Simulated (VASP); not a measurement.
**TiNi: equation of state with PBEsol**

TiNi:

```
Ni Ti
1.0
     2.98807    0.00000    0.00000
     0.00000    2.98807    0.00000
     0.00000    0.00000    2.98807
Ni Ti
1 1
Cartesian
  0.0000 0.0000 0.0000
  1.4940 1.4940 1.4940
```

The cell comes from a database or a generator and needn't be the stable form of this composition.

```
Program                : VASP 6.6.1
Task                   : equation of state
Functional             : PBEsol
Potentials or basis    : VASP PAW PBE potentials, release 64 (Ni, Ti_sv)
Cutoff                 : 520 eV
k mesh                 : 9 × 9 × 9
Occupations            : fermi-dirac, width 0.05 eV
Spin                   : collinear spin, ferromagnetic start
Starting moments       : [1.0, 1.0] μB
Ladder                 : free
Further INCAR settings : ALGO = Normal; EDIFF = 1e-07; NBANDS = 22
```

```yaml
Equilibrium_volume: 13.09 Å³/atom
Bulk_modulus: 173 GPa
Pressure_derivative_of_the_bulk_modulus: 4.2
```

Energy against volume, from the lowest point:
```
volume (Å³/atom)  energy (meV/atom)
          12.539              13.61
          12.806               3.50
          13.073               0.00
          13.340               2.44
          13.606              10.22
          13.873              22.79
          14.140              39.68
```

All runs of the series together: 2.8 min on 1 thread of AMD EPYC 9R45 96-Core Processor (Zen 5), on a shared host.

Caveat: the PAW data sets were made with another functional, which shifts forces and pressure a little.
